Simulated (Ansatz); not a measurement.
**WSe2: a trial structure relaxed**

The task: take a trial cell of WSe2 to zero force and stress.

Computed with Ansatz 0.2.0 (DFT PBE, scalar-relativistic, plane waves, PAW, unless a step's input says otherwise).

1 further run of the same task is left out (it didn't finish).

## (1) Starting point

Symmetry: P-6m2, No. 187, hexagonal system. The conventional cell has a = 3.318 Å, b = 3.318 Å, c = 16.658 Å, α = 90.00°, β = 90.00°, γ = 120.00°. W (site symmetry -6m2) has 6 Se at 2.54 Å as nearest neighbours. Se (site symmetry 3m) is surrounded by 3 W at 2.54 Å.

As a file:

```
CELL_PARAMETERS angstrom
3.31794 0.00000 0.00000
-1.65897 2.87342 0.00000
0.00000 0.00000 16.65814
ATOMIC_POSITIONS crystal
W 0.00000 0.00000 0.00000
Se 0.33333 0.66667 0.09979
Se 0.33333 0.66667 0.90021
```

The start is a polymorph listed in a database, not an invented cell.

## (2) A first look at the guess

input.yaml reads:

```yaml
crystal:
  lattice:
    - [3.31793764, 0.0, 0.0]
    - [-1.65896882, 2.87341829, 0.0]
    - [0.0, 0.0, 16.65814209]
  atoms:
    - { symbol: W, position: [0.0, 0.0, 0.0] }
    - { symbol: Se, position: [0.33333333, 0.66666667, 0.09978652] }
    - { symbol: Se, position: [0.33333333, 0.66666667, 0.90021348] }
basis:
  ecutwfc: 420
kpoints:
  mp_grid: { grid: [6, 6, 1] }
hamiltonian:
  xc: pbe
scf:
  occupations: { method: gaussian, width: 0.1 }
  lower_state_search: "off"
output:
  forces: true
  stress: true
  eigenvalues: true
```

The run is started by

```
ansatz run input.yaml --threads 1 --pin off --max-ram 2560MiB --backend cpu --events-out ev --progress --plain --runs-dir out
```

The log of the run (excerpt; [...] marks lines left out):

```text
[...]
SCF converged after 7 iterations
Free energy (F): -21324.651571 eV
[...]
E sigma→0 (E₀):  -21324.651571 eV
Fermi energy:    2.446022 eV
[...]
--- Forces (eV/Å), atoms counted from 1 ---
  atom   1  W      0.00000000     0.00000000     0.00000000
  atom   2  Se    -0.00000000    -0.00000000     0.29612658
  atom   3  Se     0.00000000    -0.00000000    -0.29612658
[...]
--- Stress (GPa, compression-positive) ---
        0.422821       0.000000      -0.000000
       -0.000000       0.422821       0.000000
       -0.000000       0.000000       0.993064
  P = ⅓ Tr σ = 0.6129 GPa (6.129 kbar)
--- Band table (eV; the first three rows and the last of 7) ---
  k-point 0: bands = ["-72.2872", "-45.8331", "-45.8331", "-45.8325", "-45.8325", "-45.7990", "-45.7990", "-45.7977", "-45.7977", "-45.7850", "-45.7827", "-36.5595", "-36.4513", "-36.4513", "-13.0584", "-11.7745", "-4.4597", "-0.7234", "-0.7234", "-0.4172", "0.4038", "0.4038", "1.4136", [...]
[...]
```

Run time: 1.9 s. Hardware: 1 thread of AMD EPYC 7R43 (Zen 3), shared host; peak memory 0.41 GiB.

From the probe: pressure 0.6 GPa, largest force 0.30 eV/Å, gap on this mesh 1.52 eV. The relaxation goes to the converged mesh at once.

## (3) Full relaxation

input.yaml: that of step 2 with these lines changed.

```diff
@@ -12,3 +12,3 @@
 kpoints:
-  mp_grid: { grid: [6, 6, 1] }
+  mp_grid: { grid: [12, 12, 2] }
 hamiltonian:
@@ -16,4 +16,3 @@
 scf:
-  occupations: { method: gaussian, width: 0.1 }
-  lower_state_search: "off"
+  occupations: { method: gaussian, width: 0.02 }
 output:
@@ -22 +21,6 @@
   eigenvalues: true
+relax:
+  adjacent_minimum: "off"
+  f_tol: 0.01
+  max_steps: 80
+  cell: { stress_tol: 0.05 }
```

The run is started by

```
ansatz run input.yaml --threads 1 --pin off --max-ram 2560MiB --backend cpu --events-out ev --progress --plain --runs-dir out
```

The log of the run (excerpt; [...] marks lines left out):

```text
Warning: RAYON_NUM_THREADS=1 ignored (pool sized by the plan → 1); use --threads N
[...]
Pseudopotentials: kind: paw
Pseudopotential: W, paw, valence charge 14, recommended cutoff 420 eV (normal), W.paw.azcp
Pseudopotential: Se, paw, valence charge 16, recommended cutoff 420 eV (normal), Se.paw.azcp
Functional definition: PBE
[...]
Crystal: 3 atoms, lattice volume = 158.816 Å³
Basis set: ecut = 420 eV, 3163 PW (Γ), exchange–correlation on 48×48×240 points (8 copies of the dense FFT grid, shifted against one another)
Bands: 28, of which v1, the nominal top of the filled ones, is band 23 counted from 1 (22 counted from 0)
Symmetry: 12 space group operations
Space group: P-6m2 (ITA 187), of the structure as read, at distance tolerance 5.4e-5 Å
k-points: 38 of 288 (time reversal used)
[...]
  atom   3  Se    -0.00000000     0.00000000     0.00957889
[...]
--- Stress (GPa, compression-positive) ---
       -0.033139       0.000000      -0.000000
        0.000000      -0.033139       0.000000
       -0.000000       0.000000      -0.032463
  P = ⅓ Tr σ = -0.0329 GPa (-0.329 kbar)
--- Band table (eV; the first three rows and the last of 38) ---
[...]
--- Relaxed structure (3 steps of the walk, 2 accepted, 1 SCFs on fresh bases) ---
  F+E_penalty+E_count = -21324.65912479 eV   max|allowed force component| = 9.579e-3 eV/Å   (the final SCF, on the basis selected at the relaxed cell)
  cell:  # Å, volume = 159.0753 Å³
    - [3.321020497133215, 0.0, -4.3259772636516225e-20]
    - [-1.6605102485666074, 2.8760881170061894, 2.1629886318258113e-20]
    - [-2.1719137513975237e-19, 0.0, 16.654401932662292]
  atoms:
    - { symbol: W, position: [3.7007434429898756e-17, 3.289549685743081e-17, 0.0] }
    - { symbol: Se, position: [0.33333333333333337, 0.6666666666666667, 0.10078652805583513] }
    - { symbol: Se, position: [0.33333333333333337, 0.6666666666666667, 0.8992134719441649] }
```

Run time: 42 s. Hardware: 1 thread of AMD EPYC 7R43 (Zen 3), shared host; peak memory 0.52 GiB.

Relaxation path:

```csv
step,energy from step 1 (eV/cell),largest force component (eV/Å),pressure (GPa),volume (Å³)
1,0.0000,0.2921,0.61,158.82
2,0.0050,0.3898,-0.61,158.23
3,-0.0049,0.0096,-0.03,159.08
4,-0.0049,0.0096,-0.03,159.08
```

Step 1 is the start. Step 4 repeats the geometry before it on a plane-wave basis chosen anew for that cell, so its energy need not be comparable with the rows above. Step 2 was tried and not accepted.

|  | before | after | change |
| --- | --- | --- | --- |
| a (Å) | 3.318 | 3.321 | +0.1 % |
| b (Å) | 3.318 | 3.321 | +0.1 % |
| c (Å) | 16.658 | 16.654 | 0.0 % |
| volume (Å³/atom) | 52.94 | 53.03 | +0.2 % |
| shortest distance (Å) | 2.536 | 2.548 | +0.5 % |
| space group (0.01 Å) | P-6m2 | P-6m2 | same |

Forces and stress were held to the start's 12 operations: a distortion of lower symmetry was not tested.

## (4) Results

```
                              quantity                                                                        value
symmetry at the end (tolerance 0.02 Å)                                                  space group P-6m2 (No. 187)
                     conventional cell  a = 3.321 Å, b = 3.321 Å, c = 16.654 Å, α = 90.00°, β = 90.00°, γ = 120.00°
                                volume                                                                53.03 Å³/atom
              energy over the elements                                                                -0.56 eV/atom
                       gap on the mesh                                                                      1.55 eV
```

In words: The space group P-6m2 (No. 187) is kept, at nearly the size of the first guess. It lies below the elements, which doesn't yet make it stable: competing phases were not computed in this session. No finished test with a distortion of lower symmetry is shown, so the end may be a saddle point. Spin-orbit coupling is left out, which matters for the bands of W. The cell holds empty space of several Å, a single layer or slab in vacuum, so volume, pressure and the long edge depend on that space.
